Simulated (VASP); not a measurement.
# Ni in VASP: a series of runs, part 2 of 3

VASP 6.6.1. The steps go on from the part before.

## Step 3: Work function, PBEsol, collinear spin, ferromagnetic start

Input file INCAR:

```
SYSTEM = Ni
  PREC = Accurate
  ENCUT = 700
  EDIFF = 1E-6
  ISMEAR = 1
  SIGMA = 0.1
  LREAL = .FALSE.
  LASPH = .TRUE.
  NELM = 150
  ALGO = Normal
  ISIF = 2
  LWAVE = .FALSE.
  LCHARG = .FALSE.
  ISPIN = 2
  MAGMOM = 0.8 0.8 0.8 0.8 0.8 0.8 0.8
  LORBIT = 11
  LMAXMIX = 4
  LDIPOL = .TRUE.
  IDIPOL = 3
  DIPOL = 0.5 0.5 0.500
  GGA = PS
  LVHAR = .TRUE.
  LVACPOTAV = .TRUE.
```

Input file KPOINTS:

```
Automatic mesh
0
G
  16 16 1
  0 0 0
```

Input file POSCAR:

```
Ni
1.0
    2.4890158700      0.0000000000      0.0000000000
    1.2445079350      2.1555509740      0.0000000000
    0.0000000000      0.0000000000     28.1936376838
Ni
7
Direct
    0.0000000000      0.0000000000      0.2837519617
    0.3333333333      0.3333333333      0.3558346411
   -0.3333333333      0.6666666667      0.4279173206
    0.0000000000      0.0000000000      0.5000000000
    0.3333333333      0.3333333333      0.5720826794
   -0.3333333333      0.6666666667      0.6441653589
    0.0000000000      0.0000000000      0.7162480383
```

Potentials or basis: VASP PAW PBE potentials, release 64 (Ni).

Started as:

```sh
> cat potpaw_PBE.64/Ni/POTCAR > POTCAR
> mpirun -np 1 vasp_std > vasp.out
```

OUTCAR:

```text
SYSTEM = Ni
   PREC = Accurate
   ENCUT = 700
   EDIFF = 1E-6
   ISMEAR = 1
   LREAL = .FALSE.
   LASPH = .TRUE.
   NELM = 150
   ISIF = 2
   ISPIN = 2
   LORBIT = 11
   GGA = PS

 ion  position               nearest neighbor table
   1  0.000  0.000  0.284-   2 2.49   2 2.49   2 2.49
   2  0.333  0.333  0.356-   1 2.49   1 2.49   1 2.49   3 2.49   3 2.49   3 2.49
   3  0.667  0.667  0.428-   4 2.49   4 2.49   4 2.49   2 2.49   2 2.49   2 2.49
   4  0.000  0.000  0.500-   3 2.49   5 2.49   3 2.49   5 2.49   5 2.49   3 2.49
   5  0.333  0.333  0.572-   4 2.49   4 2.49   4 2.49   6 2.49   6 2.49   6 2.49
   6  0.667  0.667  0.644-   7 2.49   7 2.49   7 2.49   5 2.49   5 2.49   5 2.49
   7  0.000  0.000  0.716-   6 2.49   6 2.49   6 2.49

  LATTYP: Found a hexagonal cell.
 ALAT       =     2.4890158701
 C/A-ratio  =    11.3272229487

  Lattice vectors:

 A1 = (  -1.2445079350,  -2.1555509740,   0.0000000000)
 A2 = (   2.4890158700,   0.0000000000,   0.0000000000)
 A3 = (   0.0000000000,   0.0000000000,  28.1936376838)

Analysis of symmetry for initial positions (statically):
=====================================================================
 Subroutine PRICEL returns:
 Original cell was already a primitive cell.

 Routine SETGRP: Setting up the symmetry group for a
 hexagonal supercell.

 Subroutine GETGRP returns: Found 12 space group operations
 (whereof 12 operations were pure point group operations)
 out of a pool of 24 trial point group operations.

The static configuration has the point symmetry D_3d.

Analysis of symmetry for dynamics (positions and initial velocities):
=====================================================================
 Subroutine PRICEL returns:
 Original cell was already a primitive cell.

 Routine SETGRP: Setting up the symmetry group for a
 hexagonal supercell.

 Subroutine GETGRP returns: Found 12 space group operations
 (whereof 12 operations were pure point group operations)
 out of a pool of 24 trial point group operations.

The dynamic configuration has the point symmetry D_3d.

Analysis of structural, dynamic, and magnetic symmetry:
=====================================================================
 Subroutine PRICEL returns:
 Original cell was already a primitive cell.

 Routine SETGRP: Setting up the symmetry group for a
 hexagonal supercell.

 Subroutine GETGRP returns: Found 12 space group operations
 (whereof 12 operations were pure point group operations)
 out of a pool of 24 trial point group operations.

The overall configuration has the point symmetry D_3d.

 Subroutine INISYM returns: Found 12 space group operations
 (whereof 12 operations are pure point group operations),
 and found     1 'primitive' translations

----------------------------------------------------------------------------------------

                                     Primitive cell

  volume of cell :     151.2645

  direct lattice vectors                    reciprocal lattice vectors
     2.489015870  0.000000000  0.000000000     0.401765217 -0.231959256  0.000000000
[... 106 lines left out ...]
   PSTRESS=    0.0 pullay stress
   NELECT =      70.0000    total number of electrons
   NUPDOWN=      -1.0000    fix difference up-down
   EMIN   =  10.00;   EMAX   =-10.00  energy-range for DOS
   EFERMI =   0.00;   METHOD = LEGACY
   ISMEAR =     1;   SIGMA  =   0.10  broadening in eV -4-tet -1-fermi 0-gaus
   EFERMI_NEDOS =   21; number of points for ismear=-14 and -15
   IALGO  =     38    algorithm
   IMIX   =      4    mixing-type and parameters
     AMIX     =   0.40;   BMIX     =  1.00
     AMIX_MAG =   1.60;   BMIX_MAG =  1.00
  volume/ion in A,a.u.               =      21.61       145.83
  Fermi-wavevector in a.u.,A,eV,Ry     =   1.266276  2.392915 21.816339  1.603456
  Thomas-Fermi vector in A             =   2.399486
   LORBIT       =     11    0 simple, 1 ext, 2 COOP (PROOUT), +10 PAW based schemes
   GGA     = PS    functional components
   LHFCALC =     F    Hartree Fock is set to
   AEXX    =    0.0000 exact exchange contribution
   IVDW    =     0    specifies the selected vdW correction
   LEPSILON=     F    determine dielectric tensor
   LRPA    =     F    only Hartree local field effects (RPA)
 spin polarized calculation
 Methfessel and Paxton  Order N= 1 SIGMA  =   0.10
  energy-cutoff  :      700.00
  volume of cell :      151.26
 maximum number of plane-waves:      6493
 NGX is ok and might be reduce to    24
   NGX = 11   NGY = 11   NGZ =121

 dipolmoment           0.000000      0.000000     -0.000000 electrons x Angstroem

 number of electron      69.9999986 magnetization       4.2775926

 dipolmoment           0.000000      0.000000      0.000000 electrons x Angstroem

 Free energy of the ion-electron system (eV)
  ---------------------------------------------------
  ext. energy  EPLUGINS =         0.00000000
  ---------------------------------------------------
  free energy    TOTEN  =       -41.26851295 eV

  energy without entropy =      -41.27017735  energy(sigma->0) =      -41.26906775

 E-fermi :   2.1187     XC(G=0):  -7.4231

 val. band max:        2.1172021211   @ k =   0.2500   0.0000   0.0000
 cond. band min:       2.1195341186   @ k =   0.1875   0.0625   0.0000
 fundamental gap:      0.0023319974
 Fermi energy:         2.1186547913

 spin component 1

 k-point     1 :       0.0000    0.0000    0.0000
  band No.  band energies     occupation
      1      -6.7618      1.00000
      2      -6.2438      1.00000
      3      -5.4278      1.00000
      4      -4.4318      1.00000
      5      -3.4697      1.00000
      6      -2.8902      1.00000
[... 1141 lines left out ...]
     44      10.4476      0.00000
     45      10.9716      0.00000

 [... further k-points ...]

 spin component 2

 k-point     1 :       0.0000    0.0000    0.0000
  band No.  band energies     occupation
      1      -6.7827      1.00000
      2      -6.2653      1.00000
      3      -5.4433      1.00000
      4      -4.4246      1.00000
      5      -3.3810      1.00000
      6      -2.6363      1.00000
[... 1141 lines left out ...]
     44      10.5597      0.00000
     45      11.1199      0.00000

 [... further k-points ...]

------------------------ aborting loop because EDIFF is reached ----------------------------------------

  FORCE on cell =-STRESS in cart. coord.  units (eV):
  Direction    XX          YY          ZZ          XY          YZ          ZX
  --------------------------------------------------------------------------------------
  -------------------------------------------------------------------------------------
  Total       -6.5304018     -6.5304018     -4.8721688      0.0000000      0.0000000      0.0000000
  in kB      -69.1693048    -69.1693048    -51.6054809      0.0000000      0.0000000      0.0000000
  external PRESSURE =     -63.3146969 kB  Pullay stress =       0.0000000 kB

 VOLUME and BASIS-vectors are now :
 -----------------------------------------------------------------------------
  energy-cutoff  :      700.00
  volume of cell :      151.26
      direct lattice vectors                 reciprocal lattice vectors
     2.489015870  0.000000000  0.000000000     0.401765217 -0.231959256  0.000000000
     1.244507935  2.155550974  0.000000000     0.000000000  0.463918512  0.000000000
     0.000000000  0.000000000 28.193637684     0.000000000  0.000000000  0.035468995

 POSITION                                       TOTAL-FORCE (eV/Angst)
 -----------------------------------------------------------------------------------
      0.00000      0.00000      8.00000        -0.000000      0.000000      0.487669
      1.24451      0.71852     10.03227        -0.000000      0.000000     -0.116511
      2.48902      1.43703     12.06455         0.000000     -0.000000     -0.036019
      0.00000      0.00000     14.09682         0.000000      0.000000      0.000000
      1.24451      0.71852     16.12909        -0.000000     -0.000000      0.036019
      2.48902      1.43703     18.16136         0.000000      0.000000      0.116511
      0.00000      0.00000     20.19364         0.000000     -0.000000     -0.487669
 -----------------------------------------------------------------------------------
    total drift:                               -0.000000     -0.000000      0.000000

  FREE ENERGIE OF THE ION-ELECTRON SYSTEM (eV)
  ---------------------------------------------------
  free  energy   TOTEN  =       -41.2685129518 eV

  energy  without entropy=      -41.2701773468  energy(sigma->0) =      -41.26906775

 vacuum level on the upper side and lower side of the slab         7.278         7.278

 total charge

# of ion       s       p       d       tot
------------------------------------------
    1        0.488   0.382   8.304   9.174
    2        0.494   0.496   8.312   9.301
    3        0.498   0.499   8.312   9.309
    4        0.498   0.500   8.313   9.311
    5        0.498   0.499   8.312   9.309
    6        0.494   0.496   8.312   9.301
    7        0.488   0.382   8.304   9.174
--------------------------------------------------
tot          3.458   3.252  58.169  64.880

 magnetization (x)

# of ion       s       p       d       tot
------------------------------------------
    1       -0.007  -0.025   0.677   0.644
    2       -0.008  -0.026   0.677   0.644
    3       -0.007  -0.025   0.634   0.602
    4       -0.007  -0.024   0.628   0.597
    5       -0.007  -0.025   0.634   0.602
    6       -0.008  -0.026   0.677   0.644
    7       -0.007  -0.025   0.677   0.644
--------------------------------------------------
tot         -0.052  -0.176   4.604   4.377
```

Run time: 26 min. Hardware: 1 thread of Intel Xeon 6975P-C (Granite Rapids), shared host; peak memory 0.77 GiB.

What came out:

- Free energy: -41.2685 eV
- Largest force: 0.488 eV/Å
- Band gap on the k mesh: none (metal or under the smearing width)
- Net moment: 4.28 μB per cell
- Site moments: Ni +0.64, +0.60 μB
- Valence electrons inside the program's atomic spheres: Ni 9.17, 9.30, 9.31
- Work function of the upper face: 5.16 eV
- Work function of the lower face: 5.16 eV

Forces on the atoms (eV/Å):
```
Ni   0.000  0.000  0.488
Ni   0.000  0.000 -0.117
Ni   0.000  0.000 -0.036
Ni   0.000  0.000  0.000
Ni   0.000  0.000  0.036
Ni   0.000  0.000  0.117
Ni   0.000  0.000 -0.488
```

Levels at points of the mesh, in eV from the Fermi level:
Spin up:
```tsv
k point	band 35	band 36	band 37	band 38	band 39	band 40	band 41	band 42
(0.00, 0.00, 0.00)	-1.04	-0.82	-0.82	-0.66	-0.66	-0.60	-0.60	-0.21
(0.50, 0.00, 0.00)	-0.39	0.22	1.06	1.76	2.22	2.41	2.52	2.55
```
Spin down:
| k point | band 29 | band 30 | band 31 | band 32 | band 33 | band 34 | band 35 | band 36 |
| --- | --- | --- | --- | --- | --- | --- | --- | --- |
| (0.00, 0.00, 0.00) | -0.69 | -0.67 | -0.67 | -0.57 | -0.57 | -0.38 | -0.38 | -0.15 |
| (0.50, 0.00, 0.00) | 0.15 | 0.19 | 0.23 | 0.24 | 0.30 | 0.40 | 0.40 | 0.43 |

Caveat: the PAW data sets were made with another functional, which shifts forces and pressure a little.

(Continued in part 3 of 3.)
